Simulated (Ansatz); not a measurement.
**Computed map of one atom of the cell: ZrO2 (tetragonal-ZrO2 type, space group P4_2/nmc)**

Starting cell, ZrO₂ (tetragonal-ZrO2 type, space group P4_2/nmc):

```
ZrO2
1.0
    3.58446     0.00000     0.00000
    0.00000     3.58446     0.00000
    0.00000     0.00000     5.17872
Zr O
2 4
Direct
  0.00000   0.00000   0.00000
  0.50000   0.50000   0.50000
  0.00000   0.50000   0.20116
  0.00000   0.50000   0.70116
  0.50000   0.00000   0.29884
  0.50000   0.00000   0.79884
```

Two-dimensional scan of atom 6 (O, nearest neighbour Zr at 2.073 Å; its periodic images, 3.6 Å or more away, move with it): u runs along (0.707, 0.707, 0.000), v along (0.000, 0.000, 1.000) (Cartesian). Cell and other atoms are fixed.

Calculation: PBEsol (plane waves to 420 eV, PAW, scalar-relativistic; Ansatz, an electronic-structure program). k mesh 8×8×5 (Γ-centred), Fermi-Dirac smearing 0.05 eV. The energy includes the smearing's −TS. Points where atoms come too close for the PAW data are left out (x in tables, blank in figures). Fu and Fv are the components of the force on the atom. The PAW data are Ansatz's earlier set. This is a high-temperature form of ZrO2. ZrO2 is run without spin polarisation. ZrO2 was relaxed with its symmetry unable to fall. ΔE is measured from the undisplaced structure. Axes are in Å.

ΔE (eV/cell), with u across and v down:

```csv
v \ u,-0.310,-0.155,0.000,0.155,0.310
-0.310,1.118,0.735,0.610,0.735,1.118
-0.155,0.661,0.279,0.154,0.279,0.661
0.000,0.550,0.136,0.000,0.136,0.550
0.155,0.795,0.317,0.160,0.317,0.795
0.310,x,0.839,0.655,0.839,x
```

Fv (eV/Å), with u across and v down:

```csv
v \ u,-0.310,-0.155,0.000,0.155,0.310
-0.310,4.06,3.94,3.90,3.94,4.06
-0.155,1.84,1.94,1.98,1.94,1.84
0.000,-0.42,-0.11,0.00,-0.11,-0.42
0.155,-2.74,-2.25,-2.09,-2.25,-2.74
0.310,x,-4.50,-4.32,-4.50,x
```

Summary:

Lowest place on the grid: u = 0.000 Å, v = 0.000 Å (0 meV/cell).

(A displaced cell: forces are minus the slopes of the energy, force constants its curvatures, and phonons follow from these.)
